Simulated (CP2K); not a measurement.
# Sb (Fm-3m) in CP2K: settings compared, part 2 of 2

CP2K 2026.2. The steps go on from the part before.

**3. Band structure, LDA**

sb_bands.inp

```
&GLOBAL
  PROJECT sb_bands
  RUN_TYPE ENERGY_FORCE
  PRINT_LEVEL LOW
&END GLOBAL
&FORCE_EVAL
  METHOD QS
  STRESS_TENSOR ANALYTICAL
  &DFT
    BASIS_SET_FILE_NAME BASIS_MOLOPT_UZH
    POTENTIAL_FILE_NAME GTH_POTENTIALS
    &MGRID
      CUTOFF 450
      REL_CUTOFF 60
      NGRIDS 5
    &END MGRID
    &QS
      METHOD GPW
      EPS_DEFAULT 1.0E-9
    &END QS
    &KPOINTS
      SCHEME MONKHORST-PACK 10 10 10
      GAMMA_CENTERED T
      SYMMETRY T
      SYMMETRY_BACKEND SPGLIB
    &END KPOINTS
    &SCF
      SCF_GUESS ATOMIC
      EPS_SCF 1.0E-6
      MAX_SCF 100
      ADDED_MOS 8
      CHOLESKY OFF
      EPS_EIGVAL 1.0E-7
      &DIAGONALIZATION ON
        ALGORITHM STANDARD
      &END DIAGONALIZATION
      &MIXING ON
        METHOD BROYDEN_MIXING
        ALPHA 0.4
        BETA 1.5
        NBUFFER 8
      &END MIXING
      &SMEAR ON
        METHOD FERMI_DIRAC
        ELECTRONIC_TEMPERATURE 580.23
      &END SMEAR
    &END SCF
    &XC
      &XC_FUNCTIONAL
        &LDA_X
        &END LDA_X
        &LDA_C_PW
        &END LDA_C_PW
      &END XC_FUNCTIONAL
    &END XC
    &PRINT
      &KPOINTS ON
      &END KPOINTS
      &MULLIKEN ON
      &END MULLIKEN
      &MO ON
        ENERGIES T
        OCCUPATION_NUMBERS T
        &EACH
          QS_SCF 0
        &END EACH
        ADD_LAST NUMERIC
      &END MO
      &BAND_STRUCTURE
        FILE_NAME bands.bs
        ADDED_MOS 4
        &KPOINT_SET
          UNITS B_VECTOR
          NPOINTS 6
          SPECIAL_POINT GAMMA 0.00000000 0.00000000 0.00000000
          SPECIAL_POINT X 0.50000000 0.00000000 0.50000000
          SPECIAL_POINT W 0.50000000 0.25000000 0.75000000
          SPECIAL_POINT K 0.37500000 0.37500000 0.75000000
          SPECIAL_POINT GAMMA 0.00000000 0.00000000 0.00000000
          SPECIAL_POINT L 0.50000000 0.50000000 0.50000000
          SPECIAL_POINT U 0.62500000 0.25000000 0.62500000
          SPECIAL_POINT W 0.50000000 0.25000000 0.75000000
          SPECIAL_POINT L 0.50000000 0.50000000 0.50000000
          SPECIAL_POINT K 0.37500000 0.37500000 0.75000000
        &END KPOINT_SET
        &KPOINT_SET
          UNITS B_VECTOR
          NPOINTS 6
          SPECIAL_POINT U 0.62500000 0.25000000 0.62500000
          SPECIAL_POINT X 0.50000000 0.00000000 0.50000000
        &END KPOINT_SET
      &END BAND_STRUCTURE
    &END PRINT
  &END DFT
  &SUBSYS
    &CELL
      A 3.3534433337 0.0000000000 0.0000000000
      B 1.6767216669 2.9041671172 0.0000000000
      C 1.6767216669 0.9680557057 2.7380750163
      PERIODIC XYZ
    &END CELL
    &COORD
      Sb  0.0000000000 0.0000000000 0.0000000000
    &END COORD
    &KIND Sb
      BASIS_SET TZVP-MOLOPT-PBE-GTH-q5
      POTENTIAL GTH-PADE-q5
    &END KIND
    &PRINT
      &ATOMIC_COORDINATES ON
      &END ATOMIC_COORDINATES
      &CELL ON
      &END CELL
      &SYMMETRY ON
      &END SYMMETRY
    &END PRINT
  &END SUBSYS
  &PRINT
    &FORCES ON
    &END FORCES
    &STRESS_TENSOR ON
    &END STRESS_TENSOR
  &END PRINT
&END FORCE_EVAL
```

Potentials or basis: GTH_POTENTIALS Sb GTH-PADE-q5; TZVP-MOLOPT-PBE-GTH basis.

Launch:

```sh
> OMP_NUM_THREADS=1 cp2k.psmp -i sb_bands.inp -o sb_bands.out
```

sb_bands.out:

```text

 CP2K| version string:                                       CP2K version 2026.2
 CP2K| Input file name                                              sb_bands.inp

 GLOBAL| Force Environment number                                              1
 GLOBAL| Basis set file name                                    BASIS_MOLOPT_UZH
 GLOBAL| Potential file name                                      GTH_POTENTIALS
 GLOBAL| MM Potential file name                                     MM_POTENTIAL
 GLOBAL| Coordinate file name                                      __STD_INPUT__
 GLOBAL| Method name                                                        CP2K
 GLOBAL| Project name                                                   sb_bands
 GLOBAL| Run type                                                   ENERGY_FORCE
 GLOBAL| FFT library                                                       FFTW3
[... 8 lines left out ...]
 GLOBAL| CPU model name                                                  UNKNOWN

 CELL| Volume [angstrom^3]:                                            26.666003
 CELL| Vector a [angstrom]:       3.353     0.000     0.000   |a| =     3.353443
 CELL| Vector b [angstrom]:       1.677     2.904     0.000   |b| =     3.353443
 CELL| Vector c [angstrom]:       1.677     0.968     2.738   |c| =     3.353443
 CELL| Angle (b,c), alpha [degree]:                                    60.000000
 CELL| Angle (a,c), beta  [degree]:                                    60.000000
 CELL| Angle (a,b), gamma [degree]:                                    60.000000
 CELL| Numerically orthorhombic:                                              NO
 CELL| Periodicity                                                           XYZ

 CELL_REF| Volume [angstrom^3]:                                        26.666003
 CELL_REF| Vector a [angstrom     3.353     0.000     0.000   |a| =     3.353443
 CELL_REF| Vector b [angstrom     1.677     2.904     0.000   |b| =     3.353443
 CELL_REF| Vector c [angstrom     1.677     0.968     2.738   |c| =     3.353443
 CELL_REF| Angle (b,c), alpha [degree]:                                60.000000
 CELL_REF| Angle (a,c), beta  [degree]:                                60.000000
 CELL_REF| Angle (a,b), gamma [degree]:                                60.000000
 CELL_REF| Numerically orthorhombic:                                          NO
 CELL_REF| Periodicity                                                       XYZ
[... 9 lines left out ...]
 TOTAL NUMBERS AND MAXIMUM NUMBERS

  Total number of            - Atomic kinds:                                   1
                             - Atoms:                                          1
[... 373 lines left out ...]
 MO|      4               0.231622               6.302743               0.259090
 MO|      5               0.479168              13.038822               0.000000
 MO|      6               0.505224              13.747849               0.000000
 MO|      7               0.850368              23.139695               0.000000
 MO|      8               1.006494              27.388100               0.000000
 MO|      9               1.010496              27.496985               0.000000
 MO|     10               1.193709              32.482472               0.000000
 MO|     11               1.239475              33.727820               0.000000
 MO| Sum:                                                               6.258758
 MO| E(Fermi):            0.228121 a.u.          6.207493 eV

 [... the levels of further k-points ...]

 !-----------------------------------------------------------------------------!
                     Mulliken Population Analysis

 #  Atom  Element  Kind  Atomic population                           Net charge
       1     Sb       1          5.000000                             -0.000000
 # Total charge                              5.000000                 -0.000000

 !-----------------------------------------------------------------------------!

 KPOINTS| Band Structure Calculation
 KPOINTS| Number of k-point sets                                               2
 KPOINTS| Number of added MOs/bands                                            4
 KPOINTS| Number of k-points in set    1                                      55
 KPOINTS| In units of b-vector [2pi/Bohr]
 KPOINTS| Special point     1       GAMMA     0.000000     0.000000     0.000000
 KPOINTS| Special point     2           X     0.500000     0.000000     0.500000
 KPOINTS| Special point     3           W     0.500000     0.250000     0.750000
 KPOINTS| Special point     4           K     0.375000     0.375000     0.750000
 KPOINTS| Special point     5       GAMMA     0.000000     0.000000     0.000000
 KPOINTS| Special point     6           L     0.500000     0.500000     0.500000
 KPOINTS| Special point     7           U     0.625000     0.250000     0.625000
 KPOINTS| Special point     8           W     0.500000     0.250000     0.750000
 KPOINTS| Special point     9           L     0.500000     0.500000     0.500000
 KPOINTS| Special point    10           K     0.375000     0.375000     0.750000
 KPOINTS| Number of k-points in set    2                                       7
 KPOINTS| In units of b-vector [2pi/Bohr]
 KPOINTS| Special point     1           U     0.625000     0.250000     0.625000
 KPOINTS| Special point     2           X     0.500000     0.000000     0.500000

 ENERGY| Total FORCE_EVAL ( QS ) energy [hartree]             -5.594816668066360

 FORCES| Atomic forces [hartree/bohr]
 FORCES|   Atom     x               y               z               |f|
 FORCES|      1 -1.13874028E-14  6.43041018E-16  1.41119443E-14   1.81447903E-14
 FORCES| Sum    -1.13874028E-14  6.43041018E-16  1.41119443E-14
 FORCES| Total atomic force                                       1.81447903E-14

 STRESS| Analytical stress tensor [bar]
 STRESS|                        x                   y                   z
 STRESS|      x       -1.10922492214E+04  -2.69054527586E-01  -2.53037537168E-01
 STRESS|      y       -2.69054527586E-01  -1.10915224391E+04  -3.71386216787E-01
 STRESS|      z       -2.53037537168E-01  -3.71386216787E-01  -1.10930658762E+04
 STRESS| 1/3 Trace                                            -1.10922791789E+04
 STRESS| Determinant                                          -1.36477912783E+12

 STRESS| Eigenvectors and eigenvalues of the analytical stress tensor [bar]
 STRESS|                        1                   2                   3
 STRESS| Eigenvalues  -1.10932470292E+04  -1.10922051538E+04  -1.10913853537E+04
 STRESS|      x           0.299931125010      0.921665793350     -0.246116812956
 STRESS|      y           0.245316847204      0.174800260632      0.953553623747
 STRESS|      z           0.921879040183     -0.346377011726     -0.173672107777
```

bands.bs:

```text
# Set 1: 10 special points, 55 k-points, 15 bands
#  Special point 1          0.00000000     0.00000000     0.00000000  GAMMA
#  Special point 2          0.50000000     0.00000000     0.50000000  X
#  Special point 3          0.50000000     0.25000000     0.75000000  W
#  Special point 4          0.37500000     0.37500000     0.75000000  K
#  Special point 5          0.00000000     0.00000000     0.00000000  GAMMA
#  Special point 6          0.50000000     0.50000000     0.50000000  L
[... 1050 lines left out ...]
       5    11.06225521     0.00000000
       6    11.47649734     0.00000000
       7    29.15422713     0.00000000
       8    29.25964322     0.00000000
       9    29.25970364     0.00000000
      10    30.57145478     0.00000000
      11    31.13076851     0.00000000
      12    31.13079172     0.00000000
      13    42.27815260     0.00000000
      14   119.15156348     0.00000000
      15   129.65415944     0.00000000
```

It took 7.8 s on 1 thread of Arm Neoverse V2, shared host; peak memory 0.21 GiB.

Results:

```
Free energy            : -152.2427 eV
Pressure               : -1.1 GPa
Band gap on the k mesh : none (metal or under the smearing width)
```

Levels at the corners of the path, in eV from the Fermi level:
```
point  band 1  band 2  band 3  band 4  band 5  band 6
    Γ  -13.05    5.44    5.44    5.44   11.37   11.37
    X   -7.67   -4.96    0.46    0.46    4.85    5.27
    W   -7.41   -3.20   -3.20   -1.52    9.70   13.21
    K   -7.67   -4.07   -3.04    1.29    5.98   11.23
    Γ  -13.05    5.44    5.44    5.44   11.37   11.37
    L   -9.29   -5.87    3.78    3.78    8.86   10.53
    U   -7.67   -4.07   -3.04    1.29    5.98   11.23
    W   -7.41   -3.20   -3.20   -1.52    9.70   13.21
    L   -9.29   -5.87    3.78    3.78    8.86   10.53
    K   -7.67   -4.07   -3.04    1.29    5.98   11.23
    U   -7.67   -4.07   -3.04    1.29    5.98   11.23
    X   -7.67   -4.96    0.46    0.46    4.85    5.27
```

Caveat: spin-orbit coupling is left out, which moves the levels of the heavy elements; the basis of atomic orbitals isn't converged, which shifts pressures, moduli and gaps.
